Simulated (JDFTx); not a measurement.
# SiC (Moissanite) (P6_3mc) in JDFTx: notebook

The runs below take SiC (Moissanite) through single point, with PBEsol, RPBE.

Everything below comes from runs of JDFTx 1.7.0 (patched build). Logs are shortened: lines on timing, memory, paths and dates and some standing lists are left out, and cuts for length are marked. The log counts tension as positive stress, the text compression.

## Step 1: Starting point

It takes space group P6_3mc (No. 186, hexagonal). The conventional cell has a = 3.076 Å, b = 3.076 Å, c = 5.048 Å, α = 90.00°, β = 90.00°, γ = 120.00°. Si (site symmetry 3m) has 4 C at 1.87 to 1.94 Å as nearest neighbours. C (site symmetry 3m) is surrounded by 4 Si at 1.87 to 1.94 Å.

## Step 2: Single point, PBEsol

Contents of SiC.in:

```
lattice \
    5.8127975593    -2.9063987797     0.0000000000 \
    0.0000000000     5.0340303534     0.0000000000 \
    0.0000000000     0.0000000000     9.5393374771
coords-type Cartesian
ion Si     2.9063987800     1.6780101176     4.7696687386 1
ion Si    -0.0000000003     3.3560202358     0.0000000000 1
ion C      2.9063987800     1.6780101176     8.4423136672 1
ion C     -0.0000000003     3.3560202358     3.6726449287 1

ion-species pseudo/Si.upf
ion-species pseudo/C.upf
elec-cutoff 41 328
elec-ex-corr gga-PBEsol
kpoint-folding 10 10 5
elec-smearing Fermi 0.0018374661
elec-n-bands 14
electronic-SCF nIterations 100 energyDiffThreshold 1e-09
electronic-minimize nIterations 30 energyDiffThreshold 1e-7
converge-empty-states yes
forces-output-coords Cartesian

dump-name run.$VAR
dump End Ecomponents EigStats BandEigs Kpoints Forces Stress ElecDensity
```

Potentials or basis: PseudoDojo-SR-PBEsol-0.4.1-standard with smoothed tails.

The run is started by

```sh
$ jdftx -c 1 -i SiC.in -o SiC.out
```

Output:

```text
*************** JDFTx 1.7.0 (patched build) ***************

Input parsed successfully to the following command list (including defaults):
[... the input with its defaults ...]

---------- Setting up symmetries ----------

Found 24 point-group symmetries of the bravais lattice
Found 12 space-group symmetries with basis
Applied RMS atom displacement 3.7537e-10 bohrs to make symmetries exact.

---------- Initializing the Grid ----------
R =
[       5.8128      -2.9064            0  ]
[            0      5.03403            0  ]
[            0            0      9.53934  ]
unit cell volume = 279.138
G =
[    1.08092   0.624071         -0  ]
[          0    1.24814          0  ]
[          0         -0   0.658661  ]
Minimum fftbox size, Smin = [  48  48  80  ]
Chosen fftbox size, S = [  48  48  80  ]

---------- Initializing tighter grid for wavefunction operations ----------
R =
[       5.8128      -2.9064            0  ]
[            0      5.03403            0  ]
[            0            0      9.53934  ]
unit cell volume = 279.138
G =
[    1.08092   0.624071         -0  ]
[          0    1.24814          0  ]
[          0         -0   0.658661  ]
Minimum fftbox size, Smin = [  36  36  56  ]
Chosen fftbox size, S = [  36  36  56  ]

---------- Exchange Correlation functional ----------
Initalized PBEsol GGA exchange.
Initalized PBEsol GGA correlation.

---------- Setting up pseudopotentials ----------
Width of ionic core gaussian charges (only for fluid interactions / plotting) set to 0

Reading pseudopotential file 'pseudo/Si.upf':
  'Si' pseudopotential, 'PBESOL' functional
  Generated using ONCVPSP code by D. R. Hamann
  4 valence electrons, 2 orbitals, 6 projectors, 1001 radial grid points, with lMax = 2
    3S    l: 0   occupation:  2.0   eigenvalue: -0.395742
    3P    l: 1   occupation:  2.0   eigenvalue: -0.149099
  Core radius for overlap checks: 1.86 bohrs.

Reading pseudopotential file 'pseudo/C.upf':
  'C' pseudopotential, 'PBESOL' functional
  Generated using ONCVPSP code by D. R. Hamann
  4 valence electrons, 2 orbitals, 4 projectors, 1001 radial grid points, with lMax = 1
    2S    l: 0   occupation:  2.0   eigenvalue: -0.501565
    2P    l: 1   occupation:  2.0   eigenvalue: -0.192331
  Core radius for overlap checks: 1.21 bohrs.

Initialized 2 species with 4 total atoms.

Folded 1 k-points by 10x10x5 to 500 k-points.

---------- Setting up k-points, bands, fillings ----------
Adding inversion symmetry to k-mesh for non-inversion-symmetric unit cell.
Reduced to 42 k-points under symmetry.
Computing the number of bands and number of electrons
Calculating initial fillings.
nElectrons:  16.000000   nBands: 14   nStates: 42

----- Setting up reduced wavefunction bases (one per k-point) -----
average nbasis = 3499.894 , ideal nbasis = 3500.169

---------- Setting up ewald sum ----------
Optimum gaussian width for ewald sums = 2.069378 bohr.
Real space sum over 1089 unit cells with max indices [  5  5  4  ]
Reciprocal space sum over 2873 terms with max indices [  6  6  8  ]

---------- Allocating electronic variables ----------
Initializing wave functions:  linear combination of atomic orbitals
Si pseudo-atom occupations:   s ( 2 )  p ( 2 )
C pseudo-atom occupations:   s ( 2 )  p ( 2 )
	FillingsUpdate:  mu: +0.520890139  nElectrons: 16.000000
LCAOMinimize: Iter:   0  F: -19.0551538834631202  |grad|_K:  8.215e-03  alpha:  1.000e+00
	FillingsUpdate:  mu: +0.483161593  nElectrons: 16.000000
LCAOMinimize: Iter:   1  F: -19.2382520225196956  |grad|_K:  1.968e-04  alpha:  4.243e-01  linmin: -5.937e-01  cgtest:  8.830e-01
LCAOMinimize: Encountered beta<0, resetting CG.
[... 5 lines of inner loops ...]
LCAOMinimize: Iter:   4  F: -19.2383740606252509  |grad|_K:  2.706e-07  alpha:  7.689e-01  linmin:  4.535e-05  cgtest:  3.354e-03
	FillingsUpdate:  mu: +0.482819420  nElectrons: 16.000000
LCAOMinimize: Iter:   5  F: -19.2383740608348575  |grad|_K:  5.132e-08  alpha:  4.720e-01  linmin:  2.812e-04  cgtest: -4.731e-04
LCAOMinimize: Converged (|Delta F|<1.000000e-06 for 2 iters).

-------- Electronic minimization -----------
Will mix electronic density at each iteration.
	FillingsUpdate:  mu: +0.482819420  nElectrons: 16.000000
	FillingsUpdate:  mu: +0.403122814  nElectrons: 16.000000
SCF: Cycle:  0   F: -19.401224351827349   dF: -1.629e-01   |Residual|: 8.386e-02   |deigs|: 6.761e-02
	FillingsUpdate:  mu: +0.398807945  nElectrons: 16.000000
SCF: Cycle:  1   F: -19.404874017777932   dF: -3.650e-03   |Residual|: 4.541e-02   |deigs|: 4.823e-03
	FillingsUpdate:  mu: +0.398516744  nElectrons: 16.000000
SCF: Cycle:  2   F: -19.405207917496572   dF: -3.339e-04   |Residual|: 7.085e-03   |deigs|: 1.414e-03
	FillingsUpdate:  mu: +0.399436314  nElectrons: 16.000000
SCF: Cycle:  3   F: -19.405273789864641   dF: -6.587e-05   |Residual|: 4.860e-03   |deigs|: 9.426e-04
	FillingsUpdate:  mu: +0.399324741  nElectrons: 16.000000
SCF: Cycle:  4   F: -19.405285507239434   dF: -1.172e-05   |Residual|: 1.120e-03   |deigs|: 2.201e-04
	FillingsUpdate:  mu: +0.399328445  nElectrons: 16.000000
SCF: Cycle:  5   F: -19.405286354674889   dF: -8.474e-07   |Residual|: 8.803e-04   |deigs|: 1.045e-04
	FillingsUpdate:  mu: +0.399382592  nElectrons: 16.000000
SCF: Cycle:  6   F: -19.405287247323752   dF: -8.926e-07   |Residual|: 2.253e-04   |deigs|: 7.227e-05
	FillingsUpdate:  mu: +0.399393909  nElectrons: 16.000000
SCF: Cycle:  7   F: -19.405287372312635   dF: -1.250e-07   |Residual|: 5.339e-05   |deigs|: 4.360e-05
	FillingsUpdate:  mu: +0.399392726  nElectrons: 16.000000
SCF: Cycle:  8   F: -19.405287407369521   dF: -3.506e-08   |Residual|: 2.572e-05   |deigs|: 3.684e-05
	FillingsUpdate:  mu: +0.399394716  nElectrons: 16.000000
SCF: Cycle:  9   F: -19.405287423384820   dF: -1.602e-08   |Residual|: 1.103e-05   |deigs|: 3.985e-05
	FillingsUpdate:  mu: +0.399395022  nElectrons: 16.000000
SCF: Cycle: 10   F: -19.405287427984653   dF: -4.600e-09   |Residual|: 1.757e-05   |deigs|: 3.376e-05
	FillingsUpdate:  mu: +0.399395021  nElectrons: 16.000000
SCF: Cycle: 11   F: -19.405287430528766   dF: -2.544e-09   |Residual|: 4.322e-06   |deigs|: 3.520e-05
	FillingsUpdate:  mu: +0.399395026  nElectrons: 16.000000
SCF: Cycle: 12   F: -19.405287431188079   dF: -6.593e-10   |Residual|: 2.179e-06   |deigs|: 2.925e-05
	FillingsUpdate:  mu: +0.399395046  nElectrons: 16.000000
SCF: Cycle: 13   F: -19.405287431484037   dF: -2.960e-10   |Residual|: 1.234e-06   |deigs|: 5.892e-05
SCF: Converged (|Delta E|<1.000000e-09 for 2 iters).

Setting wave functions to eigenvectors of Hamiltonian
Converging empty states (this may take a while):
EmptyStates: None of the convergence criteria satisfied.
|deigs|: 3.650e-04

# Stress tensor in Cartesian coordinates [Eh/a0^3]:
[ -6.70134e-05            0            0  ]
[            0 -6.70134e-05            0  ]
[            0            0  0.000101441  ]

# Ionic positions in cartesian coordinates:
ion Si   2.906398779683333   1.678010117800000   4.769668738575001 1
ion Si   0.000000000016667   3.356020235600000   0.000000000025001 1
ion C   2.906398779683333   1.678010117800000   8.442313667224999 1
ion C   0.000000000016667   3.356020235600000   3.672644928675000 1

# Forces in Cartesian coordinates:
force Si  -0.000000000000000  -0.000000000000000   0.014693147794789 1
force Si   0.000000000000000   0.000000000000000   0.014693147794789 1
force C  -0.000000000000000   0.000000000000000  -0.014692436344450 1
force C   0.000000000000000   0.000000000000000  -0.014692436344450 1

# Energy components:
   Eewald =      -20.8945946025907965
       EH =        2.3315943240612960
     Eloc =       -6.7836037750431624
      Enl =        0.5961864134023545
      Exc =       -7.5115788200050435
 Exc_core =        1.1052565966001775
       KE =       11.7514524320912237
-------------------------------------
     Etot =      -19.4052874314839521
       TS =        0.0000000000000838
-------------------------------------
        F =      -19.4052874314840373

IonicMinimize: Iter:   0  F: -19.405287431484037  |grad|_K:  8.483e-03
IonicMinimize: None of the convergence criteria satisfied after 0 iterations.

#--- Lowdin population analysis ---
# oxidation-state Si +1.091 +1.091
# oxidation-state C -1.018 -1.018

Dumping 'run.eigStats' ...
	eMin: -0.220992 at state 0 ( [ +0.000000 +0.000000 +0.000000 ] spin 0 )
	HOMO: +0.357839 at state 0 ( [ +0.000000 +0.000000 +0.000000 ] spin 0 )
	mu  : +0.399395
	LUMO: +0.443507 at state 39 ( [ +0.300000 +0.300000 +0.000000 ] spin 0 )
	eMax: +0.753527 at state 17 ( [ +0.000000 +0.500000 +0.400000 ] spin 0 )
	HOMO-LUMO gap: +0.085668
	Optical gap  : +0.145671 at state 15 ( [ +0.000000 +0.500000 +0.000000 ] spin 0 )
WARNING: the last solve of the electrons (or of bands or displaced states from it) ended unconverged.
Done!
[note: mu as printed may lie anywhere between the filled and the empty levels]
```

It took 91 s on 1 thread of Arm Neoverse V2, shared host; peak memory 0.2 GiB.

Results:

- Free energy: -528.0448 eV
- Pressure: 0.3 GPa
- Largest force: 0.756 eV/Å
- Band gap on the k mesh: 2.33 eV, indirect (least direct gap 3.96 eV)
- Loewdin charges: Si +1.09; C -1.02 e

Forces on the atoms (eV/Å):
```
Si   0.000  0.000  0.756
Si   0.000  0.000  0.756
C    0.000  0.000 -0.756
C    0.000  0.000 -0.756
```

Stress tensor (GPa, compression positive):
```
 1.97  0.00  0.00
 0.00  1.97  0.00
 0.00  0.00 -2.98
```

Caveat: the empty levels aren't tightly converged; an odd mesh through Γ misses points on the zone boundary, where band edges often lie. A hybrid or GW would open this gap; PBEsol tends to underestimate it.

## Step 3: Single point, RPBE

Contents of SiC.in:

```
lattice \
    3.0760000000    -1.5380000000     0.0000000000 \
    0.0000000000     2.6638941420     0.0000000000 \
    0.0000000000     0.0000000000     5.0480000000
latt-scale 1.889726124626 1.889726124626 1.889726124626
coords-type Lattice
ion Si     0.6666666667     0.3333333333     0.5000000000 1
ion Si     0.3333333333     0.6666666667     0.0000000000 1
ion C      0.6666666667     0.3333333333     0.8850000000 1
ion C      0.3333333333     0.6666666667     0.3850000000 1

ion-species pseudo/Si.upf
ion-species pseudo/C.upf
elec-cutoff 41 328
elec-ex-corr gga-x-rpbe gga-c-pbe
kpoint-folding 10 10 5
elec-smearing Fermi 0.0018374661
elec-n-bands 14
electronic-SCF nIterations 100 energyDiffThreshold 1e-09
electronic-minimize nIterations 30 energyDiffThreshold 1e-7
converge-empty-states yes
forces-output-coords Cartesian

dump-name run.$VAR
dump End Ecomponents EigStats BandEigs Kpoints Forces Stress ElecDensity Dtot KEdensity
```

Potentials or basis: PseudoDojo-SR-PBE-0.5-standard with smoothed tails.

The run is started by

```sh
$ jdftx -c 1 -i SiC.in -o SiC.out
```

It took 93 s on 1 thread of Arm Neoverse V2, shared host; peak memory 0.21 GiB.

It converged, with:

| Quantity | Value |
| --- | --- |
| Free energy | -527.3121 eV |
| Pressure | 4.6 GPa |
| Largest force | 0.760 eV/Å |
| Band gap on the k mesh | 2.57 eV, indirect (least direct gap 4.14 eV) |
| Loewdin charges | Si +1.11; C -1.04 e |

Forces on the atoms (eV/Å):
```
Si   0.000  0.000  0.760
Si   0.000  0.000  0.760
C    0.000  0.000 -0.760
C    0.000  0.000 -0.760
```

Stress tensor (GPa, compression positive):
```
6.20 0.00 0.00
0.00 6.20 0.00
0.00 0.00 1.27
```

Levels at points of the mesh, in eV from the valence-band top:
| k point | band 6 | band 7 | band 8 | band 9 | band 10 |
| --- | --- | --- | --- | --- | --- |
| (0.00, 0.00, 0.00) | -0.28 | -0.28 | 0.00 | 4.65 | 6.06 |
| (0.00, 0.50, 0.00) | -3.54 | -3.24 | -1.49 | 2.65 | 4.25 |

Caveat: the empty levels aren't tightly converged; the potentials were made for another functional, which shifts forces and pressure; an odd mesh through Γ misses points on the zone boundary, where band edges often lie.

## Step 4: The reference run

An earlier run on the cell as given: functional PBEsol; potentials or basis PseudoDojo-SR-PBEsol-0.4.1-standard with smoothed tails; cutoff 1116 eV; density cutoff 8925 eV; k mesh 10 × 10 × 5; occupations fermi-dirac, width 0.05 eV; no spin polarisation.

* Pressure: 0.3 GPa
* Largest force: 0.756 eV/Å
* Band gap on the k mesh: 2.33 eV, indirect (least direct gap 3.96 eV)
* Loewdin charges: Si +1.09; C -1.02 e
